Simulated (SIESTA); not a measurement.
The system is BaTe.

```
CELL_PARAMETERS angstrom
0.00000 3.41000 3.41000
3.41000 0.00000 3.41000
3.41000 3.41000 0.00000
ATOMIC_POSITIONS crystal
Ba 0.00000 0.00000 0.00000
Te 0.50000 0.50000 0.50000
```

Base run:

```yaml
Program: SIESTA 5.4.2
Functional: PBE
Potentials_or_basis: PseudoDojo 0.4 standard (PBE files)
Basis: DZP (energy shift 0.003 Ry; two zetas on semicore shells; d shell added on Ba)
Grid_cutoff: 500 Ry
Energy_shift: 0.003 Ry
k_mesh: 7 × 7 × 7
Occupations: fermi-dirac, width 0.05 eV
Spin: no spin polarisation
```

Its results: band gap on the k mesh 1.36 eV, indirect (least direct gap 1.76 eV); pressure 4.6 GPa.

**Question.** The run is repeated on the same cell with these changes: potentials or basis from PseudoDojo 0.4 standard (PBE files) to SPMS 1.0 (PBE files) or PseudoDojo by element. What comes out?

**Answer.** Band gap on the k mesh 1.42 eV, indirect (least direct gap 1.82 eV); pressure 4.5 GPa.

Caveats: spin-orbit coupling is left out, which moves the levels of the heavy elements; the basis of atomic orbitals isn't converged, which shifts pressures, moduli and gaps; this set's barium file shifts pressures by up to 1 GPa against other sets (some runs); short orbitals over semicore shells can move pressures by several GPa (some runs).

A k mesh can miss the band edges.
